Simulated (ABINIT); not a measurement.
In:

```
In
1.0
    -1.88253    1.88253    1.88253
     1.88253   -1.88253    1.88253
     1.88253    1.88253   -1.88253
In
1
Direct
  0.00000 0.00000 0.00000
```

This isn't the form of In at room conditions, which is tetragonal.

| Property | Result |
| --- | --- |
| Program | ABINIT 10.8.3 (patched build) |
| Task | single point |
| Functional | PBE |
| Potentials or basis | JTH PAW PBE v2.0 |
| Cutoff | 599 eV |
| k mesh | 10 × 10 × 10 |
| Occupations | fermi-dirac, width 0.05 eV |
| Spin | no spin polarisation |

On this cell: pressure 1.5 GPa; band gap on the k mesh none (metal or under the smearing width).

The same run follows on a disturbed copy (cell strained at random at fixed volume):

```xyz
1
Lattice="-1.8698 1.8571 1.9139 1.8335 -1.9128 1.9333 1.8585 1.9016 -1.9695" Properties=species:S:1:pos:R:3 pbc="T T T"
In   -0.0011    0.0068   -0.0073
```

Task: What changes?

Result: The energy (extrapolated to zero smearing) moves by +1.8 meV/atom; pressure 1.5 GPa; band gap on the k mesh none (metal or under the smearing width).

Stress tensor (GPa, compression positive):
```
 1.98 -0.05  0.37
-0.05  1.38  0.69
 0.37  0.69  1.22
```
